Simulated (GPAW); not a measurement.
Input of a GPAW 26.7.0 run:

Contents of run.py:

```python
from ase import Atoms
from ase.dft.bandgap import bandgap
from ase.io import write
from ase.units import GPa
from gpaw import GPAW, PW

atoms = Atoms(['Mn', 'O'],
              cell=[[0.0, 2.22200033, 2.22200033],
                    [2.22200033, 0.0, 2.22200033],
                    [2.22200033, 2.22200033, 0.0]],
              scaled_positions=[[0.0, 0.0, 0.0],
                                [0.5, 0.5, 0.5]],
              pbc=True)
atoms.set_initial_magnetic_moments([4.0, 0.0])

calc = GPAW(mode=PW(800),
            xc='MGGA_X_R2SCAN+MGGA_C_R2SCAN',
            kpts={'size': (7, 7, 7), 'gamma': True},
            occupations={'name': 'fermi-dirac', 'width': 0.05},
            setups={'Mn': ':d,4.0'},
            nbands=21,
            convergence={'density': 1e-05, 'energy': 1e-05},
            maxiter=150,
            txt='gpaw.txt')
atoms.calc = calc
energy = atoms.get_potential_energy()
forces = atoms.get_forces()
stress = atoms.get_stress()
calc.write('gs.gpw')
write('result.traj', atoms)
print(f'Energy: {energy:.6f} eV')
print('Forces (eV/A):')
print(forces.round(4))
print('Stress (GPa):', (stress / GPa).round(3))
print('Moments:', calc.get_magnetic_moments().round(3))
print('Fermi level:', round(calc.get_fermi_level(), 4), 'eV')
print(f'Gap: {bandgap(calc)[0]:.4f} eV, direct: {bandgap(calc, direct=True)[0]:.4f} eV')
```

Potentials or basis: GPAW PAW data sets (gpaw-data 1.2.1), pw.

The run is started by

```console
$ OMP_NUM_THREADS=1 python run.py
```

Task: What does it give for the band gap on the k mesh?

Result: 0.97 eV, indirect (least direct gap 3.25 eV).

Task: Estimate the site moments.

Result: Mn +4.57; O +0.14 μB.

Caveat: the PAW data sets were made with another functional, which shifts forces and pressure a little; an odd mesh through Γ misses points on the zone boundary, where band edges often lie; a cell with one magnetic atom can't hold antiferromagnetic order, which such compounds often take. The state reached can hang on the start; a lower one may exist.
